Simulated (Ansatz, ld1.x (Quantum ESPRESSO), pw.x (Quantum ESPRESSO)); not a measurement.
## pw.x on fcc As: one setting changed

Potential: norm-conserving Troullier–Martins (Kleinman–Bylander form), ld1.x (Quantum ESPRESSO) 7.5, PBE; core [Ar] 3d10, reference 4s2 4p3; waves: 4s (bound): rc 2.02 bohr; 4p (bound): rc 2.78 bohr; 4d channel at 0.4 Ry: rc 2.84 bohr; local part: all-electron potential smoothed inside 1.76 bohr (lloc = -1); core correction: none.

The reference run (k-mesh 13³, cutoffs 45/180 Ry, Fermi–Dirac 0.01 Ry, mixing_beta 0.4, conv_thr 1e-9, no spin) gives -0.93 GPa at 19.405 Å³/atom, where all-electron LAPW gives -0.16 GPa. This run, with its own iteration cap, changes smearing to gauss.

```
&control
  calculation='scf', prefix='x', pseudo_dir='./', outdir='./tmp', tstress=.true., disk_io='none'
/
&system
  ibrav=0, nat=1, ntyp=1, ecutwfc=45, ecutrho=180, nbnd=9,
  occupations='smearing', smearing='gauss', degauss=0.01
/
&electrons
  conv_thr=1e-09, mixing_beta=0.4, electron_maxstep=50
/
ATOMIC_SPECIES
As 1.0 As.UPF
CELL_PARAMETERS angstrom
  0.00000000 2.13285444 2.13285444
  2.13285444 0.00000000 2.13285444
  2.13285444 2.13285444 0.00000000
ATOMIC_POSITIONS crystal
As 0.0000 0.0000 0.0000
K_POINTS automatic
13 13 13 0 0 0
```

```bash
pw.x < As.scf.in > As.scf.out
```

How does the run end?

It converges in 6 iterations; the free energy moves by +16.6 meV/atom and the pressure by -0.12 GPa. Gaussian smearing of the same width is narrower in effect than Fermi–Dirac, so its quadratic term in F is smaller.

```
Message from routine setup:
     using ibrav=0 with symmetry is DISCOURAGED, use correct ibrav instead
     lattice parameter (alat)  =       5.7000  a.u.
     unit-cell volume          =     130.9514 (a.u.)^3
     number of electrons       =         5.00
     number of Kohn-Sham states=            9
     kinetic-energy cutoff     =      45.0000  Ry
     charge density cutoff     =     180.0000  Ry
     scf convergence threshold =      1.0E-09
     Exchange-correlation= PBE
     number of k points=    84  Gaussian smearing, width (Ry)=  0.0100
     iteration #  1     ecut=    45.00 Ry     beta= 0.40
     total energy              =     -12.62291149 Ry
     estimated scf accuracy    <       0.00174177 Ry
     iteration #  2     ecut=    45.00 Ry     beta= 0.40
     total energy              =     -12.62281734 Ry
     estimated scf accuracy    <       0.00047685 Ry
     iteration #  3     ecut=    45.00 Ry     beta= 0.40
     total energy              =     -12.62285427 Ry
     estimated scf accuracy    <       0.00000352 Ry
     iteration #  4     ecut=    45.00 Ry     beta= 0.40
     total energy              =     -12.62285578 Ry
     estimated scf accuracy    <       0.00000004 Ry
     iteration #  5     ecut=    45.00 Ry     beta= 0.40
     total energy              =     -12.62285585 Ry
     estimated scf accuracy    <       0.00000001 Ry
     iteration #  6     ecut=    45.00 Ry     beta= 0.40
     the Fermi energy is     8.6773 ev
!    total energy              =     -12.62285586 Ry
     estimated scf accuracy    <          1.9E-11 Ry
     smearing contrib. (-TS)   =      -0.00036515 Ry
     The total energy is F=E-TS. E is the sum of the following terms:
     one-electron contribution =       4.42024373 Ry
     hartree contribution      =       0.28441572 Ry
     xc contribution           =      -3.10791597 Ry
     ewald contribution        =     -14.21923418 Ry
     convergence has been achieved in   6 iterations
          total   stress  (Ry/bohr**3)                   (kbar)     P=      -10.57
     Message from routine punch:
     Nothing written, as per user request (disk_io='none')
```

The run took about 3.6 s on one core of a shared host (Neoverse-V2, 96 threads, 742 GiB, load 40).
